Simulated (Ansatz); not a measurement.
**C: pressure against volume, fitted**

```xyz
2
Lattice="0.0000 1.7834 1.7834 1.7834 0.0000 1.7834 1.7834 1.7834 0.0000" Properties=species:S:1:pos:R:3 pbc="T T T"
C     1.7834    1.7834    1.7834
C     2.6751    2.6751    2.6751
```

Atoms are numbered in the order listed.

The cell is COD entry 9008564, as deposited and not checked against the literature; nothing was relaxed.

Level of theory: DFT, PBE, all-electron LAPW, scalar-relativistic in Ansatz 0.2.0.

Settings: a Γ-centred 20×20×20 k mesh, Fermi–Dirac smearing of 0.08 eV, basis error target 0.5 meV/atom, no spin polarisation.

The cell is scaled evenly. Fractional coordinates are held (clamped ions).

| V (Å³/atom) | P (GPa) |
| --- | --- |
| 5.332 | 32.22 |
| 5.389 | 26.53 |
| 5.445 | 21.09 |
| 5.530 | 13.40 |
| 5.559 | 10.96 |
| 5.615 | 6.24 |
| 5.672 | 1.73 |
| 5.729 | -2.57 |
| 5.786 | -6.67 |
| 5.814 | -8.65 |
| 5.899 | -14.32 |
| 5.956 | -17.88 |

(1) Fit a third-order Birch–Murnaghan curve to the pressures.

(2) Predict the pressure at the withheld volume, 6.012 Å³/atom.

Results:

(1) P = (3B0/2)(y^(7/2) − y^(5/2))[1 + (3/4)(B0′ − 4)(y − 1)] with y = (V0/V)^(2/3) fits within 0.01 GPa for V0 = 5.695 Å³/atom, B0 = 433.5 GPa and B0′ = 3.69.

(2) There y = 0.9644, so the fit gives -21.29 GPa; the run gave -21.28 GPa.
